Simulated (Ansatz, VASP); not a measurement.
This is a calculation of Ag for VASP 6.6.1.

File INCAR:

```
PREC = Accurate ; ENCUT = 520
EDIFF = 1E-6 ; ISMEAR = -1
SIGMA = 0.05 ; LREAL = False
LASPH = True ; NELM = 80
ALGO = Normal ; ISIF = 2
LWAVE = False ; LCHARG = False
LDIPOL = True ; IDIPOL = 3
DIPOL = 0.5 0.5 0.500 ; GGA = PE
NBANDS = 48
```

File KPOINTS:

```
Automatic mesh
0
Gamma
  10 10 1
```

Contents of POSCAR:

```
Ag
1.0
    2.9460943265      0.0000000000      0.0000000000
   -1.4730471633      2.5513925288      0.0000000000
    0.0000000000      0.0000000000     29.4093000000
Ag
7
Direct
    0.0000000000      0.0000000000      0.2550213708
    0.6666666667      0.3333333333      0.3366377160
    0.3333333334      0.6666666667      0.4182540611
    0.6666666667      0.3333333333      0.5000000000
    0.3333333334      0.6666666667      0.5816163452
    0.0000000000      0.0000000000      0.6632326903
    0.3333333334      0.6666666667      0.7449786292
```

Potentials or basis: VASP PAW PBE potentials, release 64 (Ag).

Run with:

```sh
$ cat potpaw_PBE.64/Ag/POTCAR > POTCAR
$ mpirun -np 1 vasp_std > vasp.out
```

Question: Translate it to Ansatz 0.2.0. Potentials there: Ansatz PAW.

Answer: As run (the cutoff follows the program's own potentials):

The input input.yaml:

```yaml
crystal:
  lattice:
    - [2.9460943265, 0.0, 0.0]
    - [-1.4730471633, 2.5513925288, 0.0]
    - [0.0, 0.0, 29.4093]
  atoms:
    - { symbol: Ag, position: [0.0, 0.0, 0.2550213708] }
    - { symbol: Ag, position: [0.6666666667, 0.3333333333, 0.336637716] }
    - { symbol: Ag, position: [0.3333333334, 0.6666666667, 0.4182540611] }
    - { symbol: Ag, position: [0.6666666667, 0.3333333333, 0.5] }
    - { symbol: Ag, position: [0.3333333334, 0.6666666667, 0.5816163452] }
    - { symbol: Ag, position: [0.0, 0.0, 0.6632326903] }
    - { symbol: Ag, position: [0.3333333334, 0.6666666667, 0.7449786292] }
hamiltonian:
  xc: pbe
  pseudopotentials: { kind: paw }
kpoints:
  mp_grid: { grid: [10, 10, 1] }
scf:
  occupations: { method: fermi_dirac, width: 0.05 }
output:
  forces: true
  eigenvalues: true
efield:
  axis: 3
  dipole_correction: true
  ramp_width: 0.04
```

Potentials or basis: Ansatz PAW.

The run is started by

```sh
$ ansatz run input.yaml --threads 4 --pin off --max-ram 11264MiB --backend cpu --events-out ev --progress --plain --runs-dir out
```

Both were run:

|  | VASP | Ansatz | Ansatz less VASP |
| --- | --- | --- | --- |
| gap on the k mesh at the Fermi level (eV) | none | none | - |
| rms of the force components (eV/Å) | 0.039 | 0.038 | -0.0007 |

Atom by atom the forces differ by 0.001 eV/Å (rms over components). A gap of «none» marks a metal or a gap that the smearing closes. The two sets of potentials don't hold the same shells in valence.
